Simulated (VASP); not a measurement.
# CuI: self-consistent run, by functional and exact exchange

CuI, F-43m (no. 216), 2 atoms in the cell.

| Functional | Exact exchange | Pressure (GPa) | Gap on the mesh (eV) | Time (s) |
|---|---|---|---|---|
| B97 | 0.1943 | 2.42 | 2.976 | 175 |
| hAPBE | 0.2 | 0.58 | 2.892 | 85 |
| B97-2 | 0.21 | 1.82 | 3.146 | 106 |
| mPW1PW | 0.25 | 0.30 | 3.316 | 90 |
| HSE06 | 0.25 | 0.46 | 2.487 | 128 |
| PBEsol0 | 0.25 | -1.82 | 3.194 | 98 |
| B97-3 | 0.2693 | 3.27 | 3.774 | 112 |
| PBE50 | 0.5 | 0.26 | 5.487 | 105 |

Limits: the k mesh is coarse, so the gap and the pressure can be far off.

## Input of the first row

INCAR.step1:
```
PREC = Accurate ; ENCUT = 450
EDIFF = 1E-5 ; ISMEAR = 0
SIGMA = 0.02 ; LREAL = F
LASPH = T ; ALGO = Normal
NELM = 100 ; ISIF = 2
LWAVE = T ; LCHARG = F
GGA = PE
```

INCAR.step2:
```
PREC = Accurate ; ENCUT = 450
EDIFF = 1E-6 ; ISMEAR = 0
SIGMA = 0.02 ; LREAL = F
LASPH = T ; ALGO = Normal
NELM = 100 ; ISIF = 2
LWAVE = F ; LCHARG = F
ISTART = 1 ; LHFCALC = T
AEXX = 0.1943 ; PRECFOCK = Fast
GGA = LIBXC ; LIBXC1 = HYB_GGA_XC_B97
```

KPOINTS:
```
k-points
0
Gamma
  4 4 4
```

POSCAR:
```
CuI
1.0
    0.0000000000      3.0315000000      3.0315000000
    3.0315000000      0.0000000000      3.0315000000
    3.0315000000      3.0315000000      0.0000000000
I Cu
1 1
Direct
    0.0000000000      0.0000000000      0.0000000000
    0.7500000000      0.7500000000      0.7500000000
```

Commands (each step's output is kept before the next begins):
```
cat potpaw_PBE.64/I/POTCAR potpaw_PBE.64/Cu/POTCAR > POTCAR
cp INCAR.step1 INCAR
mpirun -np 1 vasp_std > vasp.out
cp INCAR.step2 INCAR
mpirun -np 1 vasp_std > vasp.out
```

Changes of the last row against the first:
```
(step 2)
- AEXX = 0.1943
- LIBXC1 = HYB_GGA_XC_B97
+ AEXX = 0.5
+ LIBXC1 = HYB_GGA_XC_PBE50
```

VASP 6.6.1 took 175 s on 1 core (Intel Xeon 6975P-C (Granite Rapids)), a shared host.
